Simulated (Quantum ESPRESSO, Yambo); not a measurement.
# Beyond one shot: RbCl (Fm-3m), part 2 of 2

Aim: iterate the self-energy on RbCl (Fm-3m) and follow the gap from cycle to cycle.

Quantum ESPRESSO 7.5 and Yambo 5.3.0; PBE and many-body steps on it, plane waves. Known limits of the many-body steps: not at the basis limit; no spin-orbit coupling.

So far. Step 5 (evGW0, cycle 1): Against G0W0 in Yambo (4×4×4 mesh, 112 bands, screening to 122.5 eV, Godby-Needs plasmon pole), the gap moves by +0.180 eV. Step 6 (evGW0, cycle 2): Against the cycle before, the gap moves by +0.013 eV.

## 7. evGW0, cycle 3

Level of this step: evGW0 on PBE, plane waves, norm-conserving pseudopotentials (Yambo).

File gw5.in:

```
HF_and_locXC
gw0
dyson
ppa
em1d
rim_cut
RandQpts= 1000000
RandGvec= 1 RL
EXXRLvcs= 50 Ry
VXCRLvcs= 200 Ry
Chimod= "HARTREE"
% BndsRnXp
 1 | 112 |
%
NGsBlkXp= 9 Ry
% LongDrXp
 1 | 1 | 1 |
%
% GbndRnge
 1 | 112 |
%
DysSolver= "n"
ExtendOut
PPAPntXp= 27.21138 eV
% QPkrange
 1 | 8 | 2 | 12 |
%
GfnQPdb= "E < ./gw4_fix/ndb.QP"
```

Command:

```
OMP_NUM_THREADS=1 mpirun -n 4 yambo -F gw5.in -J gw5,gw1_W -C gw5 > gw5.log
```

The program printed:

```text
 Yambo, version 5.3.0

 [02] CORE Variables Setup
 =========================

  [... cell, symmetries and grids as in the set-up ...]

  [02.05] Energies & Occupations
  ==============================

  [X] === General ===
  [X] Electronic Temperature                        :  0.000000  0.000000 [eV K]
  [X] Bosonic    Temperature                        :  0.000000  0.000000 [eV K]
  [X] Finite Temperature mode                       : no
  [X] El. density                                   :  0.22475E+24 [cm-3]
[...]
Sx RL components                                 :  2891

   QP @ state[ 1 ] K range                          :   1   8
   QP @ state[ 1 ] b range                          :   2  12
   GF energies kind                                 : Perdew, Burke & Ernzerhof(X)+Perdew, Burke & Ernzerhof(C)+ E < ./gw2/ndb.QP + @E Fit+ E < ./gw3_fix/
   GF WF`s kind                                     : Perdew, Burke & Ernzerhof(X)+Perdew, Burke & Ernzerhof(C)
   Xs energies kind                                 : Perdew, Burke & Ernzerhof(X)+Perdew, Burke & Ernzerhof(C)
   Xs WF`s kind                                     : Perdew, Burke & Ernzerhof(X)+Perdew, Burke & Ernzerhof(C)

 [13] Game Over & Game summary
```

The job ended after 6.6 min (4 MPI ranks of Arm Neoverse V1, shared host; peak memory 1.4 GiB; 26 min of CPU time).

Numbers from this step:

```yaml
quasiparticle_gap_on_the_mesh: 7.922 eV
gap_of_the_density_functional_on_the_mesh: 5.003 eV
k_of_the_valence_top: 0, 0, 0
k_of_the_conduction_bottom: 0, 0, 0
least_direct_quasiparticle_gap_on_the_computed_points: 7.922 eV
```

Against the cycle before, the gap moves by +0.001 eV.

The program's own table gives 8.202 eV, which is too large where the input levels are shifted: this version takes Σc at the unshifted level E₀, yet steps from the shifted one. The value above is the Newton step from E₀, E₀ + Z(Σc + Σx − Vxc), rebuilt from the printed columns.

## 8. evGW, cycle 1

This step: evGW on PBE, plane waves, norm-conserving pseudopotentials.

gw6.in, as its differences from gw5.in of step 7:

```diff
@@ -27,2 +27,3 @@
 %
-GfnQPdb= "E < ./gw4_fix/ndb.QP"
+GfnQPdb= "E < ./gw2/ndb.QP"
+XfnQPdb= "E < ./gw2/ndb.QP"
```

Command:

```
OMP_NUM_THREADS=1 mpirun -n 4 yambo -F gw6.in -J gw6 -C gw6 > gw6.log
```

The program printed:

```text
 Yambo, version 5.3.0

 [02] CORE Variables Setup
 =========================

  [... cell, symmetries and grids as in the set-up ...]

  [02.05] Energies & Occupations
  ==============================

  [X] === General ===
  [X] Electronic Temperature                        :  0.000000  0.000000 [eV K]
  [X] Bosonic    Temperature                        :  0.000000  0.000000 [eV K]
  [X] Finite Temperature mode                       : no
  [X] El. density                                   :  0.22475E+24 [cm-3]
[...]
Sx RL components                                 :  2891

   QP @ state[ 1 ] K range                          :   1   8
   QP @ state[ 1 ] b range                          :   2  12
   GF energies kind                                 : Perdew, Burke & Ernzerhof(X)+Perdew, Burke & Ernzerhof(C)+ E < ./gw2/ndb.QP + @E Fit
   GF WF`s kind                                     : Perdew, Burke & Ernzerhof(X)+Perdew, Burke & Ernzerhof(C)
   Xs energies kind                                 : Perdew, Burke & Ernzerhof(X)+Perdew, Burke & Ernzerhof(C)
   Xs WF`s kind                                     : Perdew, Burke & Ernzerhof(X)+Perdew, Burke & Ernzerhof(C)

 [15] Game Over & Game summary
```

Wall time 7.1 min (4 MPI ranks); peak memory 1.4 GiB; 28 min of CPU time.

This step gave:

```yaml
quasiparticle_gap_on_the_mesh: 8.480 eV
gap_of_the_density_functional_on_the_mesh: 5.003 eV
k_of_the_valence_top: 0, 0, 0
k_of_the_conduction_bottom: 0, 0, 0
least_direct_quasiparticle_gap_on_the_computed_points: 8.480 eV
```

Against G0W0 in Yambo (4×4×4 mesh, 112 bands, screening to 122.5 eV, Godby-Needs plasmon pole), the gap moves by +0.752 eV.

The program's own table gives 8.696 eV, which is too large where the input levels are shifted: this version takes Σc at the unshifted level E₀, yet steps from the shifted one. The value above is the Newton step from E₀, E₀ + Z(Σc + Σx − Vxc), rebuilt from the printed columns.

## 9. evGW, cycle 2

gw7.in, as its differences from gw6.in of step 8:

```diff
@@ -27,3 +27,3 @@
 %
-GfnQPdb= "E < ./gw2/ndb.QP"
-XfnQPdb= "E < ./gw2/ndb.QP"
+GfnQPdb= "E < ./gw6_fix/ndb.QP"
+XfnQPdb= "E < ./gw6_fix/ndb.QP"
```

Command:

```
OMP_NUM_THREADS=1 mpirun -n 4 yambo -F gw7.in -J gw7 -C gw7 > gw7.log
```

The program printed:

```text
 Yambo, version 5.3.0

 [02] CORE Variables Setup
 =========================

  [... cell, symmetries and grids as in the set-up ...]

  [02.05] Energies & Occupations
  ==============================

  [X] === General ===
  [X] Electronic Temperature                        :  0.000000  0.000000 [eV K]
  [X] Bosonic    Temperature                        :  0.000000  0.000000 [eV K]
  [X] Finite Temperature mode                       : no
  [X] El. density                                   :  0.22475E+24 [cm-3]
[...]
Sx RL components                                 :  2891

   QP @ state[ 1 ] K range                          :   1   8
   QP @ state[ 1 ] b range                          :   2  12
   GF energies kind                                 : Perdew, Burke & Ernzerhof(X)+Perdew, Burke & Ernzerhof(C)+ E < ./gw2/ndb.QP + @E Fit+ E < ./gw6_fix/
   GF WF`s kind                                     : Perdew, Burke & Ernzerhof(X)+Perdew, Burke & Ernzerhof(C)
   Xs energies kind                                 : Perdew, Burke & Ernzerhof(X)+Perdew, Burke & Ernzerhof(C)
   Xs WF`s kind                                     : Perdew, Burke & Ernzerhof(X)+Perdew, Burke & Ernzerhof(C)

 [15] Game Over & Game summary
```

Elapsed: 7.2 min, on 4 MPI ranks; peak memory 1.4 GiB; 29 min of CPU time.

This step gave:

```yaml
quasiparticle_gap_on_the_mesh: 8.666 eV
gap_of_the_density_functional_on_the_mesh: 5.003 eV
k_of_the_valence_top: 0, 0, 0
k_of_the_conduction_bottom: 0, 0, 0
least_direct_quasiparticle_gap_on_the_computed_points: 8.666 eV
```

Against the cycle before, the gap moves by +0.186 eV.

The program's own table gives 8.916 eV, which is too large where the input levels are shifted: this version takes Σc at the unshifted level E₀, yet steps from the shifted one. The value above is the Newton step from E₀, E₀ + Z(Σc + Σx − Vxc), rebuilt from the printed columns.

## 10. evGW, cycle 3

gw8.in, as its differences from gw7.in of step 9:

```diff
@@ -27,3 +27,3 @@
 %
-GfnQPdb= "E < ./gw6_fix/ndb.QP"
-XfnQPdb= "E < ./gw6_fix/ndb.QP"
+GfnQPdb= "E < ./gw7_fix/ndb.QP"
+XfnQPdb= "E < ./gw7_fix/ndb.QP"
```

Command:

```
OMP_NUM_THREADS=1 mpirun -n 4 yambo -F gw8.in -J gw8 -C gw8 > gw8.log
```

The program printed:

```text
 Yambo, version 5.3.0

 [02] CORE Variables Setup
 =========================

  [... cell, symmetries and grids as in the set-up ...]

  [02.05] Energies & Occupations
  ==============================

  [X] === General ===
  [X] Electronic Temperature                        :  0.000000  0.000000 [eV K]
  [X] Bosonic    Temperature                        :  0.000000  0.000000 [eV K]
  [X] Finite Temperature mode                       : no
  [X] El. density                                   :  0.22475E+24 [cm-3]
[...]
Sx RL components                                 :  2891

   QP @ state[ 1 ] K range                          :   1   8
   QP @ state[ 1 ] b range                          :   2  12
   GF energies kind                                 : Perdew, Burke & Ernzerhof(X)+Perdew, Burke & Ernzerhof(C)+ E < ./gw2/ndb.QP + @E Fit+ E < ./gw6_fix/
   GF WF`s kind                                     : Perdew, Burke & Ernzerhof(X)+Perdew, Burke & Ernzerhof(C)
   Xs energies kind                                 : Perdew, Burke & Ernzerhof(X)+Perdew, Burke & Ernzerhof(C)
   Xs WF`s kind                                     : Perdew, Burke & Ernzerhof(X)+Perdew, Burke & Ernzerhof(C)

 [15] Game Over & Game summary
```

The job ended after 7.1 min (4 MPI ranks; peak memory 1.4 GiB; 29 min of CPU time).

This step gave:

```
quasiparticle gap on the mesh                         : 8.716 eV
gap of the density functional on the mesh             : 5.003 eV
k of the valence top                                  : 0, 0, 0
k of the conduction bottom                            : 0, 0, 0
least direct quasiparticle gap on the computed points : 8.716 eV
```

Against the cycle before, the gap moves by +0.050 eV.

The program's own table gives 8.973 eV, which is too large where the input levels are shifted: this version takes Σc at the unshifted level E₀, yet steps from the shifted one. The value above is the Newton step from E₀, E₀ + Z(Σc + Σx − Vxc), rebuilt from the printed columns.

## 11. evGW, cycle 4

gw9.in, as its differences from gw8.in of step 10:

```diff
@@ -27,3 +27,3 @@
 %
-GfnQPdb= "E < ./gw7_fix/ndb.QP"
-XfnQPdb= "E < ./gw7_fix/ndb.QP"
+GfnQPdb= "E < ./gw8_fix/ndb.QP"
+XfnQPdb= "E < ./gw8_fix/ndb.QP"
```

Command:

```
OMP_NUM_THREADS=1 mpirun -n 4 yambo -F gw9.in -J gw9 -C gw9 > gw9.log
```

The program printed:

```text
 Yambo, version 5.3.0

 [02] CORE Variables Setup
 =========================

  [... cell, symmetries and grids as in the set-up ...]

  [02.05] Energies & Occupations
  ==============================

  [X] === General ===
  [X] Electronic Temperature                        :  0.000000  0.000000 [eV K]
  [X] Bosonic    Temperature                        :  0.000000  0.000000 [eV K]
  [X] Finite Temperature mode                       : no
  [X] El. density                                   :  0.22475E+24 [cm-3]
[...]
Sx RL components                                 :  2891

   QP @ state[ 1 ] K range                          :   1   8
   QP @ state[ 1 ] b range                          :   2  12
   GF energies kind                                 : Perdew, Burke & Ernzerhof(X)+Perdew, Burke & Ernzerhof(C)+ E < ./gw2/ndb.QP + @E Fit+ E < ./gw6_fix/
   GF WF`s kind                                     : Perdew, Burke & Ernzerhof(X)+Perdew, Burke & Ernzerhof(C)
   Xs energies kind                                 : Perdew, Burke & Ernzerhof(X)+Perdew, Burke & Ernzerhof(C)
   Xs WF`s kind                                     : Perdew, Burke & Ernzerhof(X)+Perdew, Burke & Ernzerhof(C)

 [15] Game Over & Game summary
```

Wall time 7.1 min (4 MPI ranks); peak memory 1.4 GiB.

Numbers from this step:

| Quantity | Value |
| --- | --- |
| quasiparticle gap on the mesh | 8.712 eV |
| gap of the density functional on the mesh | 5.003 eV |
| k of the valence top | 0, 0, 0 |
| k of the conduction bottom | 0, 0, 0 |
| least direct quasiparticle gap on the computed points | 8.712 eV |

Against the cycle before, the gap moves by −0.004 eV.

The program's own table gives 8.972 eV, which is too large where the input levels are shifted: this version takes Σc at the unshifted level E₀, yet steps from the shifted one. The value above is the Newton step from E₀, E₀ + Z(Σc + Σx − Vxc), rebuilt from the printed columns.

## 12. The runs together

Times are wall times on 4 MPI ranks of Arm Neoverse V1, shared host, good to a factor of about two.

```
           run   mesh  bands  screening cutoff (eV)  DFT gap (eV)  gap on the mesh (eV)  direct (eV)     time
          G0W0  4×4×4    112                  122.5         5.003                 7.729        7.729     48 s
evGW0, cycle 1  4×4×4    112                  122.5         5.003                 7.909        7.909  6.6 min
evGW0, cycle 2  4×4×4    112                  122.5         5.003                 7.922        7.922  6.6 min
evGW0, cycle 3  4×4×4    112                  122.5         5.003                 7.922        7.922  6.6 min
 evGW, cycle 1  4×4×4    112                  122.5         5.003                 8.480        8.480  7.1 min
 evGW, cycle 2  4×4×4    112                  122.5         5.003                 8.666        8.666  7.2 min
 evGW, cycle 3  4×4×4    112                  122.5         5.003                 8.716        8.716  7.1 min
 evGW, cycle 4  4×4×4    112                  122.5         5.003                 8.712        8.712  7.1 min
```

## 13. Summary of results

* G0W0: 7.729 eV
* evGW0, cycle 1: 7.909 eV
* evGW0, cycle 2: 7.922 eV
* evGW0, cycle 3: 7.922 eV
* evGW, cycle 1: 8.480 eV
* evGW, cycle 2: 8.666 eV
* evGW, cycle 3: 8.716 eV
* evGW, cycle 4: 8.712 eV
* known limits: not at the basis limit; no spin-orbit coupling

**Reading.** evGW0 ends at 7.92 eV, +0.19 eV from G0W0, after 3 cycles that took 20 min beside the first screening; the last moved the gap by 0.001 eV. evGW ends at 8.71 eV, +0.98 eV from G0W0, after 4 cycles that took 29 min beside the first screening; the last moved the gap by 0.004 eV. Bands and cutoff are finite, so the gap is not at the basis limit. The miss can reach some tenths of an eV and take either sign; the mesh is an error of its own. The many-body steps are scalar-relativistic: spin-orbit coupling is not in them.

[Paths, hosts, dates, memory and timing lines, banners, echoed tables and standing remarks are left out of the program output.]

[Logs are printed without paths, hosts, clocks, repeated set-up lines and the standing remarks that a program may print on its own settings, such as how far it seeks lower states.]

[Runs of the session that timed out or met a known fault of the program may be left out.]

[Hosts, paths, dates, database ids (printed as entryN), source tags and the programs' standing remarks are cut or masked in the printed files.]
